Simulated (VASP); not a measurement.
Runs of VASP 6.6.1 on SnSe. The cell holds a slab with vacuum, 8 atoms: a = 4.257 Å, b = 4.257 Å, c = 24.030 Å, α = 90.00°, β = 90.00°, γ = 90.00°. 

| level | potentials or basis | gap on the mesh (eV) |
| --- | --- | --- |
| PW91 | VASP PAW PBE potentials, release 64 (Sn_d, Se) | 0.68 |
| RPBE | VASP PAW PBE potentials, release 64 (Sn_d, Se) | (b) |
| revPBE | VASP PAW PBE potentials, release 64 (Sn_d, Se) | (a) |
| PBEsol | VASP PAW PBE potentials, release 64 (Sn_d, Se) | 0.58 |
| LDA | VASP PAW LDA potentials, release 64 (Sn_d, Se) | 0.56 |
| PBE | VASP PAW PBE potentials, release 64 (Sn_d, Se) | 0.68 |
| vdW-DF-cx | VASP PAW PBE potentials, release 64 (Sn_d, Se) | 0.64 |

Alike in all rows: task relaxation of the atoms; no spin polarisation; cell atoms relaxed; k mesh 5 × 5 × 1; cutoff (eV) 520; smearing fermi-dirac 0.05 eV.

Problem. Estimate the missing entries.

Solution. (a) 0.72; (b) 0.74.

Caveats: spin-orbit coupling is left out, which moves the levels of the heavy elements.

A k mesh can miss the band edges, and the runs leave out spin-orbit coupling on Se, Sn.
